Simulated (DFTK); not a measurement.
## MgS (Niningerite) in DFTK: the effect of functional

The system is MgS (Niningerite).

```xyz
2
Lattice="0.0000 2.6016 2.6016 2.6016 0.0000 2.6016 2.6016 2.6016 0.0000" Properties=species:S:1:pos:R:3 pbc="T T T"
S     2.6016    2.6016    2.6016
Mg    0.0000    0.0000    0.0000
```

Alike in all runs:

```yaml
Program: DFTK 0.8.2
Task: single point
Potentials_or_basis: cp2k.nc.sr.pbe.v0_1.largecore.gth (PBE, GTH, large core)
Cutoff: 816 eV
k_mesh: 3 × 3 × 3
Occupations: fermi-dirac, width 0.05 eV
Spin: no spin polarisation
```

```tsv
functional	gap on the mesh (eV)
r2SCAN	4.47
r2SCANh	5.14
r2SCAN0	6.14
r2SCAN50	?
```

Problem. What does the run with functional r2SCAN50 give?

Solution. gap on the mesh 7.80 eV.

Caveats: all runs use coarse meshes; this set keeps more shells in the core, which shifts pressures and gaps; an odd mesh through Γ misses points on the zone boundary, where band edges often lie; the program warned that the kinetic-energy density falls under its von Weizsäcker bound, which can give unphysical results (some runs).
